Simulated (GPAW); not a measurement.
# TiO2 (P1) in GPAW: settings compared

The runs below take TiO2 through second-harmonic response, with RPBE, LDA, PBEsol.

The COD entry that gives the cell may itself be a prediction, so a difference from it is no test against experiment.

Everything below comes from runs of GPAW 26.7.0. Logs are shortened: lines on timing, memory, paths and dates and some standing lists are left out, and cuts for length are marked. The log counts tension as positive stress, the text compression.

## 1. The cell of the first run

The typed cell holds 9 atoms: a = 5.291 Å, b = 5.291 Å, c = 6.133 Å, α = 90.00°, β = 90.00°, γ = 120.00°.

The cell comes from a database or a generator and needn't be the stable form of this composition.

## 2. Second-harmonic response, RPBE (atom 4 moved 0.15 Å)

run.py reads:

```python
import numpy as np
from ase.dft.bandgap import bandgap
from ase.io import read, write
from gpaw import GPAW, PW
from gpaw.nlopt.matrixel import make_nlodata
from gpaw.nlopt.shg import get_shg
from gpaw.nlopt.shift import get_shift

atoms = read('TiO2.xyz')

calc = GPAW(mode=PW(550),
            xc='RPBE',
            kpts={'size': (3, 3, 3), 'gamma': True},
            occupations={'name': 'fermi-dirac', 'width': 0.001},
            nbands=63,
            convergence={'density': 1e-06},
            maxiter=150,
            txt='gpaw.txt')
atoms.calc = calc
energy = atoms.get_potential_energy()
calc.write('gs.gpw')
write('result.traj', atoms)
print(f'Energy: {energy:.6f} eV')
print('Fermi level:', round(calc.get_fermi_level(), 4), 'eV')
print(f'Gap: {bandgap(calc)[0]:.4f} eV, direct: {bandgap(calc, direct=True)[0]:.4f} eV')

dense = calc.fixed_density(kpts={'size': (4, 4, 4), 'gamma': True},
                           nbands=114, convergence={'bands': 108, 'eigenstates': 1e-7},
                           symmetry={'point_group': False}, txt='dense.txt')
dense.write('dense.gpw', mode='all')

nlodata = make_nlodata('dense.gpw', nf=108)
freqs = np.linspace(0, 8, 161)
shg, shift = [freqs], [freqs]
for pol in ['xxx', 'xxy']:
    chi = get_shg(nlodata, freqs=freqs, eta=0.05, pol=pol, gauge='lg', out_name=f'shg_{pol}.npy')[1] * 1e12  # pm/V
    sigma = get_shift(nlodata, freqs=freqs, eta=0.05, pol=pol, out_name=f'shift_{pol}.npy')[1] * 1e6  # uA/V^2
    shg += [chi.real, chi.imag]
    shift += [sigma.real]
    print(f'chi(2) {pol} at zero frequency: {chi[0].real:.3f} pm/V')
np.savetxt('shg.dat', np.array(shg).T, fmt='%.3f')
np.savetxt('shift.dat', np.array(shift).T, fmt='%.3f')
```

TiO2.xyz reads:

```xyz
9
Lattice="5.2909998200 0.0000000000 0.0000000000 -2.6454999100 4.5821402600 0.0000000000 0.0000000000 0.0000000000 6.1330000000" Properties=species:S:1:pos:R:3 pbc="T T T"
Ti    -0.2381020818      4.5698342808      2.0481427645
Ti    -1.1878365495      2.0634035586      4.0924761387
Ti     1.4576633605      2.4941247431      0.0038094516
O      1.2725421498      1.4868362863      1.2881193870
O      3.4206242937      0.4688187481      3.3667377645
O      3.1798838019      2.7003210548      5.4110711387
O      0.5343838919      1.8572072469      4.8182144516
O     -1.2777835465      3.1814457821      2.7738811387
O      0.7751243837      4.0887095535      0.7295477645
```

Potentials or basis: the program's PAW data sets (release 1.2.1) made for this functional, pw.

On the command line:

```sh
$ OMP_NUM_THREADS=1 python run.py
```

gpaw.txt:

```text
__  _  _
 | _ |_)|_||  |
 |__||  | ||/\| - 26.7.0

Input parameters:
  mode=PW(ecut=550.0),
  convergence={'density': 1e-06},
  kpts=MonkhorstPack(size=(3, 3, 3), gamma=True),
  maxiter=150,
  nbands=63,
  occupations=Occupations(name='fermi-dirac', width=0.001),
  xc=XC(name='RPBE')

Diagonalizing LCAO Hamiltonian
Converting LCAO to pw mode

                   O
            O
        Ti
         O  Ti
                  O
              O
              O
               Ti

Atoms  # Å, Bohr magnetons
|   | symbol |         x |        y |        z |    initial magnetic moments |
|---|--------|-----------|----------|----------|-----------------------------|
| 0 |     Ti | -0.238102 | 4.569834 | 2.048143 | ( 0.0000,  0.0000,  0.0000) |
| 1 |     Ti | -1.187837 | 2.063404 | 4.092476 | ( 0.0000,  0.0000,  0.0000) |
| 2 |     Ti |  1.457663 | 2.494125 | 0.003809 | ( 0.0000,  0.0000,  0.0000) |
| 3 |      O |  1.272542 | 1.486836 | 1.288119 | ( 0.0000,  0.0000,  0.0000) |
| 4 |      O |  3.420624 | 0.468819 | 3.366738 | ( 0.0000,  0.0000,  0.0000) |
| 5 |      O |  3.179884 | 2.700321 | 5.411071 | ( 0.0000,  0.0000,  0.0000) |
| 6 |      O |  0.534384 | 1.857207 | 4.818214 | ( 0.0000,  0.0000,  0.0000) |
| 7 |      O | -1.277784 | 3.181446 | 2.773881 | ( 0.0000,  0.0000,  0.0000) |
| 8 |      O |  0.775124 | 4.088710 | 0.729548 | ( 0.0000,  0.0000,  0.0000) |

Unit cell  # Å
| periodic |         x |        y |        z |  lengths |     angles |
|----------|-----------|----------|----------|----------|------------|
|      yes |  5.291000 | 0.000000 | 0.000000 | 5.291000 |  90.000000 |
|      yes | -2.645500 | 4.582140 | 0.000000 | 5.291000 |  90.000000 |
|      yes |  0.000000 | 0.000000 | 6.133000 | 6.133000 | 120.000000 |

Number of symmetries: 1
Symmetry operations  # r_c * U_cc + t_c -> r_c
|   | kind |            matrix            |
|---|------|------------------------------|
| 0 |  E   |  1, 0, 0,  0, 1, 0,  0, 0, 1 |

BZ-sampling:
  Number of BZ points: 27
  Number of IBZ points: 14

  Monkhorst-Pack size: [3, 3, 3]
  Monkhorst-Pack shift: [0, 0, 0]

K-points  # in reciprocal-cell coordinates
|     |                                coordinates |     weight |
|-----|--------------------------------------------|------------|
|   0 | (  0.00000000,   0.00000000,   0.00000000) | 0.03703704 |
|   1 | (  0.00000000,   0.00000000,   0.33333333) | 0.07407407 |
|   2 | (  0.00000000,   0.33333333,  -0.33333333) | 0.07407407 |
|   3 | (  0.00000000,   0.33333333,   0.00000000) | 0.07407407 |
|   4 | (  0.00000000,   0.33333333,   0.33333333) | 0.07407407 |
|   5 | (  0.33333333,  -0.33333333,  -0.33333333) | 0.07407407 |
|   6 | (  0.33333333,  -0.33333333,   0.00000000) | 0.07407407 |
|   7 | (  0.33333333,  -0.33333333,   0.33333333) | 0.07407407 |
|   8 | (  0.33333333,   0.00000000,  -0.33333333) | 0.07407407 |
|   9 | (  0.33333333,   0.00000000,   0.00000000) | 0.07407407 |
| ... |                                            |            |
|  13 | (  0.33333333,   0.33333333,   0.33333333) | 0.07407407 |

Plane wave coefficients: 4383
Cutoff: 550.0 eV

Spin-components: 1 (collinear spins)
Bands:           63
Projectors:      48
Spin-degeneracy: 2
Datatype:        complex128

Parallelization:
  kpt:    1
  domain: 1
  band:   1

Density:
  Valence electrons: 72.0
  Components: 1
  Grid points: [30 30 35]
  Charge: 0.0  # |e|

Potential:
  Grid points: [30 30 35]

species:
  Ti:
    name:    Titanium
    Z:       22.0
    valence: 12
    core:    10
    charge:  0.0  # [|e|]
    compensation charges:
      type: gauss
      rc: 0.38  # [Å]
      lmax: 2
    cutoffs:
      filter: 2.23  # [Å]
      core: 1.02  # [Å]
    projectors
    | kind |    occ | energy [eV] | rcut [Å] |
    |------|--------|-------------|----------|
    |   3s |  2.000 |     -62.726 |    1.270 |
    |   4s |  2.000 |      -4.420 |    1.270 |
    |   3p |  6.000 |     -38.898 |    1.058 |
    |   4p |  0.000 |      -1.472 |    1.058 |
    |   3d |  2.000 |      -4.207 |    1.058 |
    |    d |        |      23.004 |    1.058 |

    Using partial waves for Ti as LCAO basis

  O:
    name:    Oxygen
    Z:       8.0
    valence: 6
    core:    2
    charge:  0.0  # [|e|]
    compensation charges:
      type: gauss
      rc: 0.21  # [Å]
      lmax: 2
    cutoffs:
      filter: 1.17  # [Å]
      core: 0.83  # [Å]
    projectors
    | kind |    occ | energy [eV] | rcut [Å] |
    |------|--------|-------------|----------|
    |   2s |  2.000 |     -24.041 |    0.688 |
    |   2p |  4.000 |      -8.984 |    0.598 |
    |    s |        |       3.170 |    0.688 |
    |    p |        |      18.228 |    0.598 |
    |    d |        |       0.000 |    0.619 |

    Using partial waves for O as LCAO basis

Reference energy: -81944.235842  # eV

eigensolver:
  PPCG
  Converge bands: occupied
  niter=2

density mixing:
  MSR1-Mixer
  Pratt-step length: 0.05
  Maximum mixing coefficient: 0.75
  Old densities: 10
  SVD Regularization: 0.005
  Good broyden scale: 1.0
  Trust region scale: 1.0
  Backstep threshold: 4.0
  History deletion threshold: 6.0
  Fourier metric: weight=20.0, sigma=0.015

occupation numbers:
  Fermi-Dirac:
    width: 0.0010  # eV

poisson solver:
  ecut: 4400.0  # eV

xc functional:
  name: RPBE with 2 nearest neighbor stencil

convergence criteria:
- Maximum integral of absolute [dens]ity change: 1e-06 electrons / valence electron
- Maximum [total energy] change in last 3 cyles: 0.0005 eV / valence electron
- Maximum integral of absolute [eigenst]ate change: 4e-08 eV^2 / valence electron
maximum number of iterations: 150

SCF iterations
|iter     | |      energy | eigst |  dens |
|---------|-|-------------|-------|-------|
|iter:   1| |  -86.009473 | +0.14 |       |
|iter:   2| |  -81.536751 | -1.36 | -0.75 |
|iter:   3| |  -72.949134 | -0.28 | -0.82 |
|iter:   4| |  -72.779808 | -1.74 | -1.35 |
|iter:   5| |  -72.770755 | -2.05 | -1.53 |
|iter:   6| |  -72.759266c| -2.52 | -1.79 |
|iter:   7| |  -72.760535c| -3.35 | -2.18 |
|iter:   8| |  -72.760704c| -4.40 | -2.73 |
|iter:   9| |  -72.760989c| -4.92 | -2.97 |
|iter:  10| |  -72.761026c| -5.65 | -3.39 |
|iter:  11| |  -72.761028c| -6.21 | -3.70 |
|iter:  12| |  -72.761030c| -7.09 | -4.25 |
|iter:  13| |  -72.761030c| -7.94c| -4.55 |
|iter:  14| |  -72.761030c| -7.86c| -5.03 |
|iter:  15| |  -72.761030c| -8.38c| -5.51 |
|iter:  16| |  -72.761030c| -8.96c| -5.81 |
|iter:  17| |  -72.761030c| -9.47c| -6.10c|

Converged in 17 steps
Energy contributions relative to reference atoms: (reference = -81944.235842)

Energy contributions:
  Kinetic:         102.349737
  Coulomb:        -111.583047
  Zero:              0.957751
  External:          0.000000
  Xc:              -64.485472
  Entropy:          -0.000000
  Spinorbit:         0.000000
  ----------------------------
  Free energy:     -72.761030
  Extrapolated:    -72.761030

dipole moment: (-24.933850, 14.111970, -19.526564)  # |e|*Ang

Fermi level: 0.973
Eigenvalues  # (at kpt = [0.000, 0.000, 0.000])
| band index |      eig [eV] | occ [0-2] |
|------------|---------------|-----------|
|          0 |       -55.157 |     2.000 |
|        ... |               |           |
|         28 |        -1.207 |     2.000 |
|         29 |        -1.087 |     2.000 |
|         30 |        -0.439 |     2.000 |
|         31 |        -0.364 |     2.000 |
|         32 |        -0.254 |     2.000 |
|         33 |        -0.021 |     2.000 |
[... 8 lines left out ...]
|         42 |         5.840 |     0.000 |
|         43 |         5.990 |     0.000 |
|        ... |               |           |
|         62 |        16.177 |     0.000 |

Gap: 3.816 eV
Transition (v -> c):
  (s=0, k=3, n=35, [0.00, 0.33, 0.00]) -> (s=0, k=0, n=36, [0.00, 0.00, 0.00])
Direct/indirect transitions are different
Direct gap: 3.960 eV
Transition at: (s=0, k=0, n=35, [0.00, 0.00, 0.00])
# Writing to gs.gpw (mode='')
```

Wall time 26 min (1 thread of Arm Neoverse V1, shared host); peak memory 0.7 GiB.

Results:

```yaml
Free_energy: -72.7610 eV
Band_gap_on_the_k_mesh: 3.82 eV, indirect (least direct gap 3.96 eV)
```

Caveat: independent particles: no local fields, no excitons, no shift of the gap; the long-wavelength limit can be off by several per cent where d states take part.

## 3. Second-harmonic response, LDA (atom 4 moved 0.15 Å)

Changes to run.py since step 2:

```diff
@@ -11,3 +11,3 @@
 calc = GPAW(mode=PW(550),
-            xc='RPBE',
+            xc='LDA',
             kpts={'size': (3, 3, 3), 'gamma': True},
```

TiO2.xyz is that of step 2.

Potentials or basis: the program's PAW data sets (release 1.2.1) made for this functional, pw.

On the command line:

```sh
$ OMP_NUM_THREADS=1 python run.py
```

gpaw.txt:

```text
__  _  _
 | _ |_)|_||  |
 |__||  | ||/\| - 26.7.0

Input parameters:
  mode=PW(ecut=550.0),
  convergence={'density': 1e-06},
  kpts=MonkhorstPack(size=(3, 3, 3), gamma=True),
  maxiter=150,
  nbands=63,
  occupations=Occupations(name='fermi-dirac', width=0.001),
  xc=XC(name='LDA')

Diagonalizing LCAO Hamiltonian
Converting LCAO to pw mode

                   O
            O
        Ti
         O  Ti
                  O
              O
              O
               Ti

Atoms  # Å, Bohr magnetons
|   | symbol |         x |        y |        z |    initial magnetic moments |
|---|--------|-----------|----------|----------|-----------------------------|
| 0 |     Ti | -0.238102 | 4.569834 | 2.048143 | ( 0.0000,  0.0000,  0.0000) |
| 1 |     Ti | -1.187837 | 2.063404 | 4.092476 | ( 0.0000,  0.0000,  0.0000) |
| 2 |     Ti |  1.457663 | 2.494125 | 0.003809 | ( 0.0000,  0.0000,  0.0000) |
| 3 |      O |  1.272542 | 1.486836 | 1.288119 | ( 0.0000,  0.0000,  0.0000) |
| 4 |      O |  3.420624 | 0.468819 | 3.366738 | ( 0.0000,  0.0000,  0.0000) |
| 5 |      O |  3.179884 | 2.700321 | 5.411071 | ( 0.0000,  0.0000,  0.0000) |
| 6 |      O |  0.534384 | 1.857207 | 4.818214 | ( 0.0000,  0.0000,  0.0000) |
| 7 |      O | -1.277784 | 3.181446 | 2.773881 | ( 0.0000,  0.0000,  0.0000) |
| 8 |      O |  0.775124 | 4.088710 | 0.729548 | ( 0.0000,  0.0000,  0.0000) |

Unit cell  # Å
| periodic |         x |        y |        z |  lengths |     angles |
|----------|-----------|----------|----------|----------|------------|
[... 132 lines left out ...]
xc functional:
  name: None

convergence criteria:
- Maximum integral of absolute [dens]ity change: 1e-06 electrons / valence electron
- Maximum [total energy] change in last 3 cyles: 0.0005 eV / valence electron
- Maximum integral of absolute [eigenst]ate change: 4e-08 eV^2 / valence electron
maximum number of iterations: 150

SCF iterations
|iter     | |      energy | eigst |  dens |
|---------|-|-------------|-------|-------|
|iter:   1| |  -95.396523 | +0.14 |       |
|iter:   2| |  -91.119348 | -1.36 | -0.77 |
|iter:   3| |  -82.779727 | -0.31 | -0.84 |
|iter:   4| |  -82.480244 | -1.78 | -1.38 |
|iter:   5| |  -82.376891 | -2.19 | -1.57 |
|iter:   6| |  -82.324719 | -2.67 | -1.84 |
|iter:   7| |  -82.318996 | -3.42 | -2.27 |
|iter:   8| |  -82.318627c| -4.60 | -2.82 |
|iter:   9| |  -82.318601c| -5.21 | -3.09 |
|iter:  10| |  -82.318585c| -5.89 | -3.51 |
|iter:  11| |  -82.318578c| -6.46 | -3.82 |
|iter:  12| |  -82.318579c| -7.25 | -4.38 |
|iter:  13| |  -82.318578c| -8.04c| -4.65 |
|iter:  14| |  -82.318578c| -8.54c| -5.29 |
|iter:  15| |  -82.318578c| -9.13c| -5.79 |
|iter:  16| |  -82.318578c| -9.54c| -6.08c|

Converged in 16 steps
Energy contributions relative to reference atoms: (reference = -81689.295588)

Energy contributions:
  Kinetic:          90.067867
  Coulomb:        -102.392245
  Zero:              0.647932
  External:          0.000000
  Xc:              -70.642132
  Entropy:          -0.000000
  Spinorbit:         0.000000
  ----------------------------
  Free energy:     -82.318578
  Extrapolated:    -82.318578

dipole moment: (-25.076095, 14.196893, -19.629890)  # |e|*Ang

Fermi level: 0.569
Eigenvalues  # (at kpt = [0.000, 0.000, 0.000])
| band index |      eig [eV] | occ [0-2] |
|------------|---------------|-----------|
|          0 |       -54.946 |     2.000 |
|        ... |               |           |
|         28 |        -1.807 |     2.000 |
|         29 |        -1.701 |     2.000 |
|         30 |        -1.008 |     2.000 |
|         31 |        -0.935 |     2.000 |
|         32 |        -0.823 |     2.000 |
|         33 |        -0.574 |     2.000 |
[... 8 lines left out ...]
|         42 |         4.989 |     0.000 |
|         43 |         5.337 |     0.000 |
|        ... |               |           |
|         62 |        15.078 |     0.000 |

Gap: 3.694 eV
Transition (v -> c):
  (s=0, k=3, n=35, [0.00, 0.33, 0.00]) -> (s=0, k=0, n=36, [0.00, 0.00, 0.00])
Direct/indirect transitions are different
Direct gap: 3.848 eV
Transition at: (s=0, k=0, n=35, [0.00, 0.00, 0.00])
# Writing to gs.gpw (mode='')
```

stdout:

```text
Energy: -82.318578 eV
Fermi level: 0.5693 eV
Gap: 3.6943 eV, direct: 3.8482 eV
Calculating momentum matrix elements for spin channel 0.

Calculation in the lg gauge for element xxx.

Calculation for element xxx.

chi(2) xxx at zero frequency: 17.533 pm/V
Calculation in the lg gauge for element xxy.

Calculation for element xxy.

chi(2) xxy at zero frequency: -0.112 pm/V
```

It took 26 min on 1 thread of Arm Neoverse V1, shared host; peak memory 0.71 GiB.

Results:

```
Free energy            : -82.3186 eV
Band gap on the k mesh : 3.69 eV, indirect (least direct gap 3.85 eV)
```

Caveat: independent particles: no local fields, no excitons, no shift of the gap; the long-wavelength limit can be off by several per cent where d states take part. A k mesh can miss the band edges.

(Part 1 of 2 ends here.)
